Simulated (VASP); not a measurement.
**Re: single point with PBEsol**

Re:

```
Re
1.0
     2.76100    0.00000    0.00000
    -1.38050    2.39110    0.00000
     0.00000    0.00000    4.45600
Re
2
Cartesian
  0.0000 1.5941 1.1140
  1.3805 0.7970 3.3420
```

| Item | Value |
| --- | --- |
| Program | VASP 6.6.1 |
| Task | single point |
| Functional | PBEsol |
| Potentials or basis | VASP PAW PBE potentials, release 64 (Re) |
| Cutoff | 520 eV |
| k mesh | 18 × 18 × 10 |
| Occupations | gaussian, width 0.1 eV |
| Spin | no spin polarisation |

| Item | Value |
| --- | --- |
| Pressure | -4.1 GPa |
| Band gap on the k mesh | none (metal or under the smearing width) |

Stress tensor (GPa, compression positive):
```
-4.24  0.00  0.00
 0.00 -4.24  0.00
 0.00  0.00 -3.95
```

Levels at points of the mesh, in eV from the Fermi level:
| k point | band 4 | band 5 | band 6 | band 7 | band 8 | band 9 | band 10 | band 11 |
| --- | --- | --- | --- | --- | --- | --- | --- | --- |
| (0.00, 0.00, 0.00) | -1.57 | -1.56 | -0.73 | -0.73 | 0.20 | 0.20 | 0.64 | 3.39 |
| (0.50, 0.00, 0.00) | -1.93 | -1.73 | -1.35 | -0.58 | 3.99 | 4.41 | 4.53 | 6.09 |
| (0.00, 0.00, 0.50) | -2.37 | -1.70 | -1.70 | -1.70 | -1.70 | 2.57 | 2.57 | 2.57 |
| (0.50, 0.00, 0.50) | -4.08 | 0.41 | 0.41 | 0.94 | 0.94 | 4.30 | 4.30 | 4.81 |

It took 85 s on 1 thread of Intel(R) Xeon(R) Platinum 8488C (Sapphire Rapids) (shared host), peak memory 0.21 GiB.

Caveat: the PAW data sets were made with another functional, which shifts forces and pressure a little. The run has no spin-orbit coupling, so splittings on Re are missing.
